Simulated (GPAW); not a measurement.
Set up this calculation in GPAW 26.7.0, as an ASE script.

- Task: single point
- Functional: PBE
- Potentials or basis: GPAW PAW data sets (gpaw-data 1.2.1)
- Cutoff: 600 eV
- Basis: pw
- k mesh: 8 × 8 × 8
- Occupations: gaussian, width 0.028 eV
- Spin: no spin polarisation
- Maxiter: 150

The structure of PbS (Galena) lies in POSCAR:

```
PbS
1.0
    0.0000000000      2.9657500000      2.9657500000
    2.9657500000      0.0000000000      2.9657500000
    2.9657500000      2.9657500000      0.0000000000
Pb S
1 1
Direct
    0.0000000000      0.0000000000      0.0000000000
    0.5000000000      0.5000000000      0.5000000000
```

One way to write it, as run:

run.py

```python
from ase.dft.bandgap import bandgap
from ase.io import read, write
from ase.units import GPa
from gpaw import GPAW, PW

atoms = read('POSCAR')

calc = GPAW(mode=PW(600),
            xc='PBE',
            kpts={'size': (8, 8, 8), 'gamma': True},
            occupations={'name': 'methfessel-paxton', 'order': 0, 'width': 0.028000000000000004},
            nbands=19,
            convergence={'density': 1e-05, 'energy': 1e-05},
            maxiter=150,
            txt='gpaw.txt')
atoms.calc = calc
energy = atoms.get_potential_energy()
forces = atoms.get_forces()
stress = atoms.get_stress()
calc.write('gs.gpw')
write('result.traj', atoms)
print(f'Energy: {energy:.6f} eV')
print('Forces (eV/A):')
print(forces.round(4))
print('Stress (GPa):', (stress / GPa).round(3))
print('Fermi level:', round(calc.get_fermi_level(), 4), 'eV')
print(f'Gap: {bandgap(calc)[0]:.4f} eV, direct: {bandgap(calc, direct=True)[0]:.4f} eV')
```

Potentials or basis: GPAW PAW data sets (gpaw-data 1.2.1), pw.

The run is started by

```console
$ OMP_NUM_THREADS=1 python run.py
```

Results of the run:

```yaml
Pressure: 2.0 GPa
Band_gap_on_the_k_mesh: 0.31 eV, direct
```

Caveat: spin-orbit coupling is left out, which as a rule narrows the gap of such compounds by several tenths of an eV.

Wall time 28 s on 1 thread of Arm Neoverse N1, on a shared host, peak memory 0.16 GiB.
